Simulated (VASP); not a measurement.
# SnTe (Fm-3m) in VASP: a series of runs

The runs below take SnTe through single point, with PBE.

Everything below comes from runs of VASP 6.6.1. Logs are shortened: lines on timing, memory, paths and dates and some standing lists are left out, and cuts for length are marked.

**Measured values to compare with.**

A printed reference work, textbook reports, for a bulk crystal of SnTe at 300 K: band gap 0.18 eV (direct).

The runs below are set against these values where they give the same quantity.

## Step 1: The cell of the first run

Symmetry: Fm-3m, No. 225, cubic system. The conventional cell has a = 6.259 Å, b = 6.259 Å, c = 6.259 Å, α = 90.00°, β = 90.00°, γ = 90.00°. Sn (site symmetry m-3m) has 6 Te at 3.13 Å within 4.1 Å. Te (site symmetry m-3m) has 6 Sn at 3.13 Å within 4.1 Å.

## Step 2: Single point, PBE

File INCAR:

```
  PREC = Accurate
  ENCUT = 500
  EDIFF = 1E-6
  ISMEAR = 0
  SIGMA = 0.01
  LREAL = False
  LASPH = True
  NELM = 120
  ALGO = Normal
  ISIF = 2
  LWAVE = False
  LCHARG = False
  GGA = PE
  NBANDS = 17
  GGA_COMPAT = False
```

File KPOINTS:

```
Automatic mesh
0
Gamma
  6 6 6
```

File POSCAR:

```
SnTe
1.0
    0.0000000000      3.1297027185      3.1297027185
    3.1297027185      0.0000000000      3.1297027185
    3.1297027185      3.1297027185      0.0000000000
Sn Te
1 1
Direct
    0.0000000000      0.0000000000      0.0000000000
    0.5000000000      0.5000000000      0.5000000000
```

Potentials or basis: VASP PAW PBE potentials, release 64 (Sn_d, Te).

Started as:

```console
cat potpaw_PBE.64/Sn_d/POTCAR potpaw_PBE.64/Te/POTCAR > POTCAR
mpirun -np 1 vasp_std > vasp.out
```

OUTCAR:

```text
PREC = Accurate
   ENCUT = 500
   EDIFF = 1E-6
   ISMEAR = 0
   LREAL = False
   LASPH = True
   NELM = 120
   ISIF = 2
   GGA = PE

 ion  position               nearest neighbor table
   1  0.000  0.000  0.000-   2 3.13   2 3.13   2 3.13   2 3.13   2 3.13   2 3.13
   2  0.500  0.500  0.500-   1 3.13   1 3.13   1 3.13   1 3.13   1 3.13   1 3.13

  LATTYP: Found a face centered cubic cell.
 ALAT       =     6.2594054370

  Lattice vectors:

 A1 = (   0.0000000000,   3.1297027185,   3.1297027185)
 A2 = (   3.1297027185,   0.0000000000,   3.1297027185)
 A3 = (   3.1297027185,   3.1297027185,   0.0000000000)

Analysis of symmetry for initial positions (statically):
=====================================================================
 Subroutine PRICEL returns:
 Original cell was already a primitive cell.

 Routine SETGRP: Setting up the symmetry group for a
 face centered cubic supercell.

 Subroutine GETGRP returns: Found 48 space group operations
 (whereof 48 operations were pure point group operations)
 out of a pool of 48 trial point group operations.

The static configuration has the point symmetry O_h .

Analysis of symmetry for dynamics (positions and initial velocities):
=====================================================================
 Subroutine PRICEL returns:
 Original cell was already a primitive cell.

 Routine SETGRP: Setting up the symmetry group for a
 face centered cubic supercell.

 Subroutine GETGRP returns: Found 48 space group operations
 (whereof 48 operations were pure point group operations)
 out of a pool of 48 trial point group operations.

The dynamic configuration has the point symmetry O_h .

 Subroutine INISYM returns: Found 48 space group operations
 (whereof 48 operations are pure point group operations),
 and found     1 'primitive' translations

----------------------------------------------------------------------------------------

                                     Primitive cell

  volume of cell :      61.3111

  direct lattice vectors                    reciprocal lattice vectors
     0.000000000  3.129702718  3.129702718    -0.159759583  0.159759583  0.159759583
     3.129702718  0.000000000  3.129702718     0.159759583 -0.159759583  0.159759583
     3.129702718  3.129702718  0.000000000     0.159759583  0.159759583 -0.159759583

  length of vectors
     4.426068031  4.426068031  4.426068031     0.276711714  0.276711714  0.276711714

  position of ions in fractional coordinates (direct lattice)
[... 8 lines left out ...]
----------------------------------------------------------------------------------------

 KPOINTS: Automatic mesh

Automatic generation of k-mesh.
 Grid dimensions read from file:
 generate k-points for:    6    6    6

 Generating k-lattice:

  Cartesian coordinates                     Fractional coordinates (reciprocal lattice)
    -0.026626597  0.026626597  0.026626597     0.166666667  0.000000000  0.000000000
     0.026626597 -0.026626597  0.026626597     0.000000000  0.166666667  0.000000000
     0.026626597  0.026626597 -0.026626597     0.000000000  0.000000000  0.166666667

  Length of vectors
     0.046118619  0.046118619  0.046118619

  Shift w.r.t. Gamma in fractional coordinates (k-lattice)
     0.000000000  0.000000000  0.000000000

 Subroutine IBZKPT returns following result:
 ===========================================

 Found     16 irreducible k-points:

 Following reciprocal coordinates:
            Coordinates               Weight
  0.000000  0.000000  0.000000      1.000000
  0.166667  0.000000  0.000000      8.000000
  0.333333  0.000000  0.000000      8.000000
  0.500000  0.000000  0.000000      4.000000
  0.166667  0.166667  0.000000      6.000000
  0.333333  0.166667  0.000000     24.000000
[... 8 lines left out ...]
 -0.333333  0.333333  0.166667     24.000000
 -0.333333  0.500000  0.166667     12.000000
   k-points           NKPTS =     16   k-points in BZ     NKDIM =     16   number of bands    NBANDS=     17
   number of dos      NEDOS =    301   number of ions     NIONS =      2
   total plane-waves  NPLWV =  32768
   dimension x,y,z NGX =    32 NGY =   32 NGZ =   32
   dimension x,y,z NGXF=    64 NGYF=   64 NGZF=   64
   ions per type =               1   1
   NGX,Y,Z   is equivalent  to a cutoff of  12.02, 12.02, 12.02 a.u.
   NGXF,Y,Z  is equivalent  to a cutoff of  24.04, 24.04, 24.04 a.u.
 SYSTEM =  unknown system
   PREC   = accura    normal or accurate (medium, high low for compatibility)
   ISTART =      0    job   : 0-new  1-cont  2-samecut
   ICHARG =      2    charge: 1-file 2-atom 10-const
   ISPIN  =      1    spin polarized calculation?
   LNONCOLLINEAR =      F non collinear calculations
   LSORBIT =      F    spin-orbit coupling
   LASPH  =      T    aspherical Exc in radial PAW
   ENCUT  =  500.0 eV  36.75 Ry    6.06 a.u.   8.07  8.07  8.07*2*pi/ulx,y,z
   NELM   =    120;   NELMIN=  2; NELMDL= -5     # of ELM steps
   EDIFF  = 0.1E-05   stopping-criterion for ELM
   LREAL  =      F    real-space projection
[... 7 lines left out ...]
   TEBEG  =    0.0;   TEEND  =   0.0 temperature during run
   PSTRESS=    0.0 pullay stress
   NELECT =      20.0000    total number of electrons
   NUPDOWN=      -1.0000    fix difference up-down
   EMIN   =  10.00;   EMAX   =-10.00  energy-range for DOS
   EFERMI =   0.00;   METHOD = LEGACY
   ISMEAR =     0;   SIGMA  =   0.01  broadening in eV -4-tet -1-fermi 0-gaus
   EFERMI_NEDOS =   21; number of points for ismear=-14 and -15
   IALGO  =     38    algorithm
   IMIX   =      4    mixing-type and parameters
     AMIX     =   0.40;   BMIX     =  1.00
     AMIX_MAG =   1.60;   BMIX_MAG =  1.00
  volume/ion in A,a.u.               =      30.66       206.87
  Fermi-wavevector in a.u.,A,eV,Ry     =   1.126951  2.129629 17.279655  1.270019
  Thomas-Fermi vector in A             =   2.263635
   LORBIT       =      0    0 simple, 1 ext, 2 COOP (PROOUT), +10 PAW based schemes
   GGA     = PE    functional components
   LHFCALC =     F    Hartree Fock is set to
   AEXX    =    0.0000 exact exchange contribution
   IVDW    =     0    specifies the selected vdW correction
   LEPSILON=     F    determine dielectric tensor
   LRPA    =     F    only Hartree local field effects (RPA)
 non-spin polarized calculation
 Gauss-broadening in eV      SIGMA  =   0.01
  energy-cutoff  :      500.00
  volume of cell :       61.31
 maximum number of plane-waves:      1588
   NGX = 17   NGY = 17   NGZ = 17

 number of electron      20.0000010 magnetization

 Free energy of the ion-electron system (eV)
  ---------------------------------------------------
  ext. energy  EPLUGINS =         0.00000000
  ---------------------------------------------------
  free energy    TOTEN  =        -7.52081844 eV

  energy without entropy =       -7.52081844  energy(sigma->0) =       -7.52081844

 E-fermi :   7.2637     XC(G=0):  -9.5909

 val. band max:        7.2063416709   @ k =   0.5000   0.0000   0.0000
 cond. band min:       7.3649697134   @ k =   0.5000   0.0000   0.0000
 fundamental gap:      0.1586280425
 Fermi energy:         7.2636889142

 k-point     1 :       0.0000    0.0000    0.0000
  band No.  band energies     occupation
      1     -14.7181      2.00000
      2     -14.7181      2.00000
      3     -14.7107      2.00000
      4     -14.7107      2.00000
      5     -14.7107      2.00000
      6      -5.7469      2.00000
[... 9 lines left out ...]
     16      11.9225      0.00000
     17      13.9723      0.00000

 k-point     2 :       0.1667    0.0000    0.0000
  band No.  band energies     occupation
      1     -14.7194      2.00000
      2     -14.7194      2.00000
      3     -14.7103      2.00000
      4     -14.7091      2.00000
      5     -14.7091      2.00000
      6      -5.5081      2.00000
[... 9 lines left out ...]
     16      12.4910      0.00000
     17      15.6694      0.00000

 k-point     3 :       0.3333    0.0000    0.0000
  band No.  band energies     occupation
      1     -14.7224      2.00000
      2     -14.7224      2.00000
      3     -14.7095      2.00000
      4     -14.7052      2.00000
      5     -14.7052      2.00000
      6      -4.8828      2.00000
[... 9 lines left out ...]
     16      14.0351      0.00000
     17      18.0422      0.00000

 k-point     4 :       0.5000    0.0000    0.0000
  band No.  band energies     occupation
      1     -14.7239      2.00000
      2     -14.7239      2.00000
      3     -14.7091      2.00000
      4     -14.7032      2.00000
      5     -14.7032      2.00000
      6      -4.4118      2.00000
[... 9 lines left out ...]
     16      16.0710      0.00000
     17      16.0710      0.00000

 k-point     5 :       0.1667    0.1667    0.0000
  band No.  band energies     occupation
      1     -14.7224      2.00000
      2     -14.7169      2.00000
      3     -14.7118      2.00000
      4     -14.7079      2.00000
      5     -14.7079      2.00000
      6      -5.4297      2.00000
[... 9 lines left out ...]
     16      13.3848      0.00000
     17      14.3949      0.00000

 k-point     6 :       0.3333    0.1667    0.0000
  band No.  band energies     occupation
      1     -14.7261      2.00000
      2     -14.7179      2.00000
      3     -14.7113      2.00000
      4     -14.7053      2.00000
      5     -14.7044      2.00000
      6      -4.9332      2.00000
[... 9 lines left out ...]
     16      14.8959      0.00000
     17      16.3251      0.00000
[... 121 lines left out ...]
 k-point    13 :       0.5000    0.5000    0.0000
  band No.  band energies     occupation
      1     -14.7377      2.00000
      2     -14.7150      2.00000
      3     -14.7131      2.00000
      4     -14.6989      2.00000
      5     -14.6989      2.00000
      6      -4.0906      2.00000
[... 9 lines left out ...]
     16      17.8466      0.00000
     17      18.3899      0.00000

 k-point    14 :       0.5000    0.3333    0.1667
  band No.  band energies     occupation
      1     -14.7291      2.00000
      2     -14.7184      2.00000
      3     -14.7104      2.00000
      4     -14.7037      2.00000
      5     -14.7021      2.00000
      6      -4.4363      2.00000
[... 9 lines left out ...]
     16      15.5919      0.00000
     17      16.2948      0.00000

 k-point    15 :      -0.3333    0.3333    0.1667
  band No.  band energies     occupation
      1     -14.7296      2.00000
      2     -14.7196      2.00000
      3     -14.7072      2.00000
      4     -14.7062      2.00000
      5     -14.7005      2.00000
      6      -4.1114      2.00000
[... 9 lines left out ...]
     16      17.1142      0.00000
     17      17.2266      0.00000

 k-point    16 :      -0.3333    0.5000    0.1667
  band No.  band energies     occupation
      1     -14.7334      2.00000
      2     -14.7167      2.00000
      3     -14.7111      2.00000
      4     -14.7031      2.00000
      5     -14.6989      2.00000
      6      -4.0214      2.00000
[... 9 lines left out ...]
     16      17.3883      0.00000
     17      18.4845      0.00000

------------------------ aborting loop because EDIFF is reached ----------------------------------------

  FORCE on cell =-STRESS in cart. coord.  units (eV):
  Direction    XX          YY          ZZ          XY          YZ          ZX
  --------------------------------------------------------------------------------------
  -------------------------------------------------------------------------------------
  Total        1.2535412      1.2535412      1.2535412      0.0000000      0.0000000      0.0000000
  in kB       32.7574393     32.7574393     32.7574393      0.0000000      0.0000000      0.0000000
  external PRESSURE =      32.7574393 kB  Pullay stress =       0.0000000 kB

 VOLUME and BASIS-vectors are now :
 -----------------------------------------------------------------------------
  energy-cutoff  :      500.00
  volume of cell :       61.31
      direct lattice vectors                 reciprocal lattice vectors
     0.000000000  3.129702718  3.129702718    -0.159759583  0.159759583  0.159759583
     3.129702718  0.000000000  3.129702718     0.159759583 -0.159759583  0.159759583
     3.129702718  3.129702718  0.000000000     0.159759583  0.159759583 -0.159759583

 POSITION                                       TOTAL-FORCE (eV/Angst)
 -----------------------------------------------------------------------------------
      0.00000      0.00000      0.00000        -0.000000     -0.000000      0.000000
      3.12970      3.12970      3.12970         0.000000      0.000000     -0.000000
 -----------------------------------------------------------------------------------
    total drift:                                0.000000     -0.000000     -0.000000

  FREE ENERGIE OF THE ION-ELECTRON SYSTEM (eV)
  ---------------------------------------------------
  free  energy   TOTEN  =        -7.5208184365 eV

  energy  without entropy=       -7.5208184365  energy(sigma->0) =       -7.52081844
```

Run time: 22 s. Hardware: 1 thread of Intel Xeon 8259CL, shared host; peak memory 0.18 GiB.

What came out:

```
Free energy            : -7.5208 eV
Pressure               : 3.3 GPa
Band gap on the k mesh : 0.16 eV, direct
```

Caveat: spin-orbit coupling is left out, which moves the levels of the heavy elements.

## Step 3: Single point, PBE

This run uses another cell than the first one, of 31.59 Å³/atom, 1.031 times its volume.

File INCAR:

```
PREC     = Accurate       # precision mode
ENCUT    = 500            # plane-wave cutoff, eV
EDIFF    = 1E-6           # SCF threshold, eV
ISMEAR   = 0              # smearing method
SIGMA    = 0.01           # smearing width, eV
LREAL    = False          # projectors in reciprocal space
LASPH    = True           # aspherical terms in the spheres
NELM     = 120            # most SCF steps
ALGO     = Normal         # electronic algorithm
ISIF     = 2              # what is computed and relaxed
LWAVE    = False          # write WAVECAR
LCHARG   = False          # write CHGCAR
GGA      = PE             # functional
NBANDS   = 17             # bands
GGA_COMPAT= False
```

KPOINTS is that of step 2.

File POSCAR:

```
SnTe
1.0
    0.0000000000      3.1613180171      3.1613180171
    3.1613180171      0.0000000000      3.1613180171
    3.1613180171      3.1613180171      0.0000000000
Sn Te
1 1
Direct
    0.0000000000      0.0000000000      0.0000000000
    0.5000000000      0.5000000000      0.5000000000
```

Potentials or basis: VASP PAW PBE potentials, release 64 (Sn_d, Te).

Started as:

```console
cat potpaw_PBE.64/Sn_d/POTCAR potpaw_PBE.64/Te/POTCAR > POTCAR
mpirun -np 1 vasp_std > vasp.out
```

Run time: 33 s. Hardware: 1 thread of Intel Xeon 8259CL, shared host; peak memory 0.2 GiB.

The run converged. Its results:

- Free energy: -7.5500 eV
- Pressure: 1.7 GPa
- Band gap on the k mesh: 0.07 eV, direct

Levels at points of the mesh, in eV from the valence-band top:
```
           k point  band 8  band 9  band 10  band 11  band 12  band 13
(0.00, 0.00, 0.00)   -2.13   -2.13    -2.13     3.31     3.31     3.31
(0.50, 0.00, 0.00)   -1.80   -1.80     0.00     0.07     0.36     0.36
(0.50, 0.50, 0.00)   -5.53   -3.71    -3.71     2.20     4.86     4.86
```

Caveat: spin-orbit coupling is left out, which moves the levels of the heavy elements.

## Step 4: Against experiment

Step 3. Against the measured gap of SnTe, 0.18 eV (direct; 300 K; a printed reference work, textbook), the calculated 0.07 eV is off by -0.11 eV. Spin-orbit coupling on Sn, Te is left out. The value is that of PBE on a finite k mesh, which can miss the band edges, without temperature or zero-point motion. Semilocal functionals fall short of measured gaps as a rule.
